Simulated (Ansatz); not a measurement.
Crystal: CuO.

```
CELL_PARAMETERS angstrom
0.00000 2.11656 2.11656
2.11656 0.00000 2.11656
2.11656 2.11656 0.00000
ATOMIC_POSITIONS crystal
Cu 0.02950 0.02810 0.90803
O 0.47050 0.47190 0.59197
```

The cell comes from a database or a generator and needn't be the stable form of this composition.

Base run:

```yaml
Program: Ansatz 0.2.0
Functional: PBE
Potentials_or_basis: Ansatz PAW
Cutoff: 800 eV
Density_cutoff: 3200 eV
k_mesh: 11 × 11 × 11
Occupations: fermi-dirac, width 0.05 eV
Spin: no spin polarisation
```

Its results: band gap on the k mesh none (metal or under the smearing width); pressure 18.4 GPa; largest force 0.932 eV/Å.

Problem. The run is repeated on the same cell with these changes: functional from PBE to r2SCAN; cutoff from 800 eV to 500 eV (not typed: the program's choice for these potentials). What comes out?

Solution. Band gap on the k mesh none (metal or under the smearing width); pressure 11.0 GPa; largest force 0.884 eV/Å.

Caveats: an odd number of electrons without spin polarisation forces a metal; a magnetic or distorted state may lie lower; the run has no spin polarisation, though such a crystal can be magnetic; semilocal functionals often make such compounds metallic where correlation or magnetic order opens a gap, which also shifts bond lengths; so large a pressure means that the cell lies far from this level's equilibrium, or that cutoff or potentials fall short (some runs); the PAW data sets come from PBE, with cores solved anew for the run's functional, which leaves a small shift of forces and pressure (some runs).
